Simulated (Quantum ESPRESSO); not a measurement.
## KTaO3: dielectric tensor and Born charges under several settings

```
CELL_PARAMETERS angstrom
3.98830 0.00000 0.00000
0.00000 3.98830 0.00000
0.00000 0.00000 3.98830
ATOMIC_POSITIONS crystal
Ta 0.00000 0.00000 0.00000
K 0.50000 0.50000 0.50000
O 0.00000 0.00000 0.50000
O 0.00000 0.50000 0.00000
O 0.50000 0.00000 0.00000
```

All runs used Quantum ESPRESSO 7.5; potentials GBRV 1.5 PBEsol; given cell; no spin polarisation; cutoff 762 eV; occupations smeared at first, fixed for the response.

| level | k mesh (s: shifted) | ε∞ (diagonal) | Born charge of atom 1 (e) | sum of the Born charges (e) |
| --- | --- | --- | --- | --- |
| PBEsol | 4 × 4 × 4s | 5.23 | 8.52 | 0.25 |
| PBEsol | 6 × 6 × 6s | 5.41 | 8.70 | 0.03 |
| PBEsol | 8 × 8 × 8s | ? | ? | ? |
| PBEsol | 10 × 10 × 10s | 5.45 | 8.74 | 0.00 |

What stands in the row left open?

ε∞ 5.44; Born charge of atom 1 8.73 e; sum of the Born charges 0.00 e.
